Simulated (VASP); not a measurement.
# PbF2 (Fluorocronite) (Fm-3m) in VASP: notebook

One crystal, PbF2 (Fluorocronite), is run at these levels: PBE, PBEsol; tasks: relaxation of cell and atoms.

Program: VASP 6.6.1. These are calculated values, not measurements. Logs are shortened: lines on timing, memory, paths and dates and some standing lists are left out, and cuts for length are marked.

## (1) Starting point

Symmetry: Fm-3m, No. 225, cubic system. The conventional cell has a = 5.927 Å, b = 5.927 Å, c = 5.927 Å, α = 90.00°, β = 90.00°, γ = 90.00°. Pb (site symmetry m-3m) has 8 F at 2.57 Å as nearest neighbours. Around F (site symmetry -43m) lie 4 Pb at 2.57 Å.

## (2) Relaxation of cell and atoms, PBE

INCAR reads:

```
SYSTEM = PbF2
  PREC = Accurate
  ENCUT = 300
  EDIFF = 1E-6
  ISMEAR = 0
  SIGMA = 0.03
  LREAL = .FALSE.
  LASPH = .TRUE.
  NELM = 80
  ALGO = Normal
  ISIF = 3
  LWAVE = .FALSE.
  LCHARG = .FALSE.
  GGA = PE
  IBRION = 2
  NSW = 90
  EDIFFG = -0.01
```

KPOINTS reads:

```
Automatic mesh
0
G
  4 4 4
  0 0 0
```

POSCAR reads:

```
PbF2
1.0
    0.0000000000      2.9636600000      2.9636600000
    2.9636600000      0.0000000000      2.9636600000
    2.9636600000      2.9636600000      0.0000000000
Pb F
1 2
Direct
    0.0000000000      0.0000000000      0.0000000000
    0.2500000000      0.2500000000      0.2500000000
    0.7500000000      0.7500000000      0.7500000000
```

Potentials or basis: VASP PAW PBE potentials, release 64 (Pb_d, F_s).

Started as:

```
cat potpaw_PBE.64/Pb_d/POTCAR potpaw_PBE.64/F_s/POTCAR > POTCAR
mpirun -np 1 vasp_std > vasp.out
```

OUTCAR:

```text
SYSTEM = PbF2
   PREC = Accurate
   ENCUT = 300
   EDIFF = 1E-6
   ISMEAR = 0
   LREAL = .FALSE.
   LASPH = .TRUE.
   NELM = 80
   ISIF = 3
   GGA = PE
   IBRION = 2
   NSW = 90
   EDIFFG = -0.01

 ion  position               nearest neighbor table
   1  0.000  0.000  0.000-   3 2.57   3 2.57   3 2.57   2 2.57   2 2.57   2 2.57   3 2.57   2 2.57

   2  0.250  0.250  0.250-   1 2.57   1 2.57   1 2.57   1 2.57
   3  0.750  0.750  0.750-   1 2.57   1 2.57   1 2.57   1 2.57

  LATTYP: Found a face centered cubic cell.
 ALAT       =     5.9273200000

  Lattice vectors:

 A1 = (   0.0000000000,   2.9636600000,   2.9636600000)
 A2 = (   2.9636600000,   0.0000000000,   2.9636600000)
 A3 = (   2.9636600000,   2.9636600000,   0.0000000000)

Analysis of symmetry for initial positions (statically):
=====================================================================
 Subroutine PRICEL returns:
 Original cell was already a primitive cell.

 Routine SETGRP: Setting up the symmetry group for a
 face centered cubic supercell.

 Subroutine GETGRP returns: Found 48 space group operations
 (whereof 48 operations were pure point group operations)
 out of a pool of 48 trial point group operations.

The static configuration has the point symmetry O_h .

Analysis of symmetry for dynamics (positions and initial velocities):
=====================================================================
 Subroutine PRICEL returns:
 Original cell was already a primitive cell.

 Routine SETGRP: Setting up the symmetry group for a
 face centered cubic supercell.

 Subroutine GETGRP returns: Found 48 space group operations
 (whereof 48 operations were pure point group operations)
 out of a pool of 48 trial point group operations.

The dynamic configuration has the point symmetry O_h .

 Subroutine INISYM returns: Found 48 space group operations
 (whereof 48 operations are pure point group operations),
 and found     1 'primitive' translations

----------------------------------------------------------------------------------------

                                     Primitive cell

  volume of cell :      52.0613

  direct lattice vectors                    reciprocal lattice vectors
     0.000000000  2.963660000  2.963660000    -0.168710311  0.168710311  0.168710311
     2.963660000  0.000000000  2.963660000     0.168710311 -0.168710311  0.168710311
     2.963660000  2.963660000  0.000000000     0.168710311  0.168710311 -0.168710311

  length of vectors
     4.191248166  4.191248166  4.191248166     0.292214830  0.292214830  0.292214830

  position of ions in fractional coordinates (direct lattice)
     0.000000000  0.000000000  0.000000000
     0.250000000  0.250000000  0.250000000
     0.750000000  0.750000000  0.750000000

  ion indices of the primitive-cell ions
   primitive index   ion index
                 1           1
                 2           2
                 3           3

----------------------------------------------------------------------------------------

 KPOINTS: Automatic mesh

Automatic generation of k-mesh.
 Grid dimensions read from file:
 generate k-points for:    4    4    4

 Generating k-lattice:

  Cartesian coordinates                     Fractional coordinates (reciprocal lattice)
    -0.042177578  0.042177578  0.042177578     0.250000000  0.000000000  0.000000000
     0.042177578 -0.042177578  0.042177578     0.000000000  0.250000000  0.000000000
     0.042177578  0.042177578 -0.042177578     0.000000000  0.000000000  0.250000000

  Length of vectors
     0.073053708  0.073053708  0.073053708

  Shift w.r.t. Gamma in fractional coordinates (k-lattice)
     0.000000000  0.000000000  0.000000000

 Subroutine IBZKPT returns following result:
 ===========================================

 Found      8 irreducible k-points:

 Following reciprocal coordinates:
            Coordinates               Weight
  0.000000  0.000000  0.000000      1.000000
  0.250000  0.000000  0.000000      8.000000
  0.500000  0.000000  0.000000      4.000000
  0.250000  0.250000  0.000000      6.000000
  0.500000  0.250000  0.000000     24.000000
 -0.250000  0.250000  0.000000     12.000000
  0.500000  0.500000  0.000000      3.000000
 -0.250000  0.500000  0.250000      6.000000
   k-points           NKPTS =      8   k-points in BZ     NKDIM =      8   number of bands    NBANDS=     18
   number of dos      NEDOS =    301   number of ions     NIONS =      3
   total plane-waves  NPLWV =  13824
   dimension x,y,z NGX =    24 NGY =   24 NGZ =   24
   dimension x,y,z NGXF=    48 NGYF=   48 NGZF=   48
   ions per type =               1   2
   NGX,Y,Z   is equivalent  to a cutoff of   9.52,  9.52,  9.52 a.u.
   NGXF,Y,Z  is equivalent  to a cutoff of  19.04, 19.04, 19.04 a.u.
 SYSTEM =  PbF2
   PREC   = accura    normal or accurate (medium, high low for compatibility)
   ISTART =      0    job   : 0-new  1-cont  2-samecut
   ICHARG =      2    charge: 1-file 2-atom 10-const
   ISPIN  =      1    spin polarized calculation?
   LNONCOLLINEAR =      F non collinear calculations
   LSORBIT =      F    spin-orbit coupling
   LASPH  =      T    aspherical Exc in radial PAW
   ENCUT  =  300.0 eV  22.05 Ry    4.70 a.u.   5.92  5.92  5.92*2*pi/ulx,y,z
   NELM   =     80;   NELMIN=  2; NELMDL= -5     # of ELM steps
   EDIFF  = 0.1E-05   stopping-criterion for ELM
   LREAL  =      F    real-space projection
   EDIFFG = -.1E-01   stopping-criterion for IOM
   NSW    =     90    number of steps for IOM
   IBRION =      2    ionic relax: 0-MD 1-quasi-New 2-CG
   NFREE  =      1    steps in history (QN), initial steepest desc. (CG)
   ISIF   =      3    stress and relaxation
   ISYM   =      2    0-nonsym 1-usesym 2-fastsym
   POTIM  = 0.5000    time-step for ionic-motion
   TEBEG  =    0.0;   TEEND  =   0.0 temperature during run
   PSTRESS=    0.0 pullay stress
   NELECT =      28.0000    total number of electrons
   NUPDOWN=      -1.0000    fix difference up-down
   EMIN   =  10.00;   EMAX   =-10.00  energy-range for DOS
   EFERMI =   0.00;   METHOD = LEGACY
   ISMEAR =     0;   SIGMA  =   0.03  broadening in eV -4-tet -1-fermi 0-gaus
   EFERMI_NEDOS =   21; number of points for ismear=-14 and -15
   IALGO  =     38    algorithm
   IMIX   =      4    mixing-type and parameters
     AMIX     =   0.40;   BMIX     =  1.00
     AMIX_MAG =   1.60;   BMIX_MAG =  1.00
  volume/ion in A,a.u.               =      17.35       117.11
  Fermi-wavevector in a.u.,A,eV,Ry     =   1.331340  2.515869 24.115883  1.772467
  Thomas-Fermi vector in A             =   2.460359
   LORBIT       =      0    0 simple, 1 ext, 2 COOP (PROOUT), +10 PAW based schemes
   GGA     = PE    functional components
   LHFCALC =     F    Hartree Fock is set to
   AEXX    =    0.0000 exact exchange contribution
   IVDW    =     0    specifies the selected vdW correction
   LEPSILON=     F    determine dielectric tensor
   LRPA    =     F    only Hartree local field effects (RPA)
 conjugate gradient relaxation of ions
 non-spin polarized calculation
 Gauss-broadening in eV      SIGMA  =   0.03
  energy-cutoff  :      300.00
  volume of cell :       52.06
 maximum number of plane-waves:       636
   NGX = 11   NGY = 11   NGZ = 11

 number of electron      28.0000054 magnetization

 Free energy of the ion-electron system (eV)
  ---------------------------------------------------
  ext. energy  EPLUGINS =         0.00000000
  ---------------------------------------------------
  free energy    TOTEN  =       -14.32609115 eV

  energy without entropy =      -14.32609115  energy(sigma->0) =      -14.32609115

 E-fermi :   2.1851     XC(G=0):  -9.4087

 val. band max:        2.0524157718   @ k =  -0.2500   0.5000   0.2500
 cond. band min:       6.4732300868   @ k =   0.5000   0.5000   0.0000
 fundamental gap:      4.4208143150
 Fermi energy:         2.1850508911

 k-point     1 :       0.0000    0.0000    0.0000
  band No.  band energies     occupation
      1     -19.0283      2.00000
      2     -18.4110      2.00000
      3     -12.3643      2.00000
      4     -12.3643      2.00000
      5     -12.3643      2.00000
      6     -12.3077      2.00000
[... 10 lines left out ...]
     17       8.8352      0.00000
     18      12.7003      0.00000

 k-point     2 :       0.2500    0.0000    0.0000
  band No.  band energies     occupation
      1     -18.9184      2.00000
      2     -18.5090      2.00000
      3     -12.3482      2.00000
      4     -12.3482      2.00000
      5     -12.3018      2.00000
      6     -12.3018      2.00000
[... 10 lines left out ...]
     17       9.2743      0.00000
     18      14.9254      0.00000

 k-point     3 :       0.5000    0.0000    0.0000
  band No.  band energies     occupation
      1     -18.7425      2.00000
      2     -18.6695      2.00000
      3     -12.3480      2.00000
      4     -12.3480      2.00000
      5     -12.2801      2.00000
      6     -12.2801      2.00000
[... 10 lines left out ...]
     17       9.7261      0.00000
     18      15.2837      0.00000

 k-point     4 :       0.2500    0.2500    0.0000
  band No.  band energies     occupation
      1     -18.8887      2.00000
      2     -18.5275      2.00000
      3     -12.3243      2.00000
      4     -12.3208      2.00000
      5     -12.3208      2.00000
      6     -12.2953      2.00000
[... 10 lines left out ...]
     17       9.4454      0.00000
     18      13.2878      0.00000

 k-point     5 :       0.5000    0.2500    0.0000
  band No.  band energies     occupation
      1     -18.7542      2.00000
      2     -18.6485      2.00000
      3     -12.3315      2.00000
      4     -12.3144      2.00000
      5     -12.2803      2.00000
      6     -12.2625      2.00000
[... 10 lines left out ...]
     17       9.8443      0.00000
     18      12.4747      0.00000

 k-point     6 :      -0.2500    0.2500    0.0000
  band No.  band energies     occupation
      1     -18.7955      2.00000
      2     -18.6156      2.00000
      3     -12.3254      2.00000
      4     -12.3179      2.00000
      5     -12.3106      2.00000
      6     -12.2525      2.00000
[... 10 lines left out ...]
     17       9.7026      0.00000
     18      13.6616      0.00000

 k-point     7 :       0.5000    0.5000    0.0000
  band No.  band energies     occupation
      1     -18.7534      2.00000
      2     -18.6452      2.00000
      3     -12.3445      2.00000
      4     -12.2843      2.00000
      5     -12.2774      2.00000
      6     -12.2774      2.00000
[... 10 lines left out ...]
     17       9.9532      0.00000
     18      11.0231      0.00000

 k-point     8 :      -0.2500    0.5000    0.2500
  band No.  band energies     occupation
      1     -18.6968      2.00000
      2     -18.6968      2.00000
      3     -12.3286      2.00000
      4     -12.2982      2.00000
      5     -12.2766      2.00000
      6     -12.2065      2.00000
[... 10 lines left out ...]
     17       9.5466      0.00000
     18      12.2324      0.00000

------------------------ aborting loop because EDIFF is reached ----------------------------------------

  FORCE on cell =-STRESS in cart. coord.  units (eV):
  Direction    XX          YY          ZZ          XY          YZ          ZX
  --------------------------------------------------------------------------------------
  -------------------------------------------------------------------------------------
  Total       -0.0009044     -0.0009044     -0.0009044     -0.0000000      0.0000000      0.0000000
  in kB       -0.0278330     -0.0278330     -0.0278330     -0.0000000      0.0000000      0.0000000
  external PRESSURE =      -0.0278330 kB  Pullay stress =       0.0000000 kB

 VOLUME and BASIS-vectors are now :
 -----------------------------------------------------------------------------
  energy-cutoff  :      300.00
  volume of cell :       52.06
      direct lattice vectors                 reciprocal lattice vectors
     0.000000000  2.963660000  2.963660000    -0.168710311  0.168710311  0.168710311
     2.963660000  0.000000000  2.963660000     0.168710311 -0.168710311  0.168710311
     2.963660000  2.963660000  0.000000000     0.168710311  0.168710311 -0.168710311

 POSITION                                       TOTAL-FORCE (eV/Angst)
 -----------------------------------------------------------------------------------
      0.00000      0.00000      0.00000         0.000000      0.000000      0.000000
      1.48183      1.48183      1.48183        -0.000000     -0.000000     -0.000000
      4.44549      4.44549      4.44549         0.000000      0.000000      0.000000
 -----------------------------------------------------------------------------------
    total drift:                               -0.000000      0.000000      0.000000

  FREE ENERGIE OF THE ION-ELECTRON SYSTEM (eV)
  ---------------------------------------------------
  free  energy   TOTEN  =       -14.3260911538 eV

  energy  without entropy=      -14.3260911538  energy(sigma->0) =      -14.32609115

 reached required accuracy - stopping structural energy minimisation
```

It took 3.8 s on 1 thread of Intel Xeon Platinum 8488C (Sapphire Rapids), shared host; peak memory 0.13 GiB.

The run converged, but some of its settings lie outside the range that counts as converged, so its numbers aren't taken as properties of the crystal.

What came out:

- Free energy: -14.3261 eV
- Band gap on the k mesh: 4.42 eV, indirect (least direct gap 4.57 eV)

Caveat: the k mesh is coarse (spacing up to 0.46 Å⁻¹), so the values aren't converged; the cutoff is under 1.25 times the usual one of these potentials, so pressure, stress and relaxed cells hold a basis-set (Pulay) error; the relaxation stopped at its first step, so nothing moved; spin-orbit coupling is left out, which as a rule narrows the gap of such compounds by several tenths of an eV.

(Continued in part 2 of 2.)
